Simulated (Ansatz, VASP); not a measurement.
One calculation of BN, two programs

```
B N
1.0
     2.29431    0.00000    0.00000
    -1.14715    1.98693    0.00000
     0.00000    0.00000    7.93441
B N
2 2
Direct
  0.33333 0.66667 0.25000
  0.66667 0.33333 0.75000
  0.33333 0.66667 0.75000
  0.66667 0.33333 0.25000
```

Alike in both runs: task single point; functional PBE; dispersion D3(BJ); k mesh 12 × 12 × 4; occupations gaussian, width 0.05 eV; no spin polarisation.

```csv
,VASP,Ansatz
version,VASP 6.6.1,Ansatz 0.2.0
potentials or method,"VASP PAW PBE potentials, release 64 (B, N)","scalar-relativistic, plane waves, PAW"
plane-wave cutoff (eV),520,420
valence electrons in the cell,16,16
```

```csv
,VASP,Ansatz,Ansatz less VASP
gap on the k mesh at the Fermi level (eV),4.14,4.15,+0.013
least direct gap on the mesh (eV),5.07,5.09,+0.017
```

 A k mesh can miss the band edges.
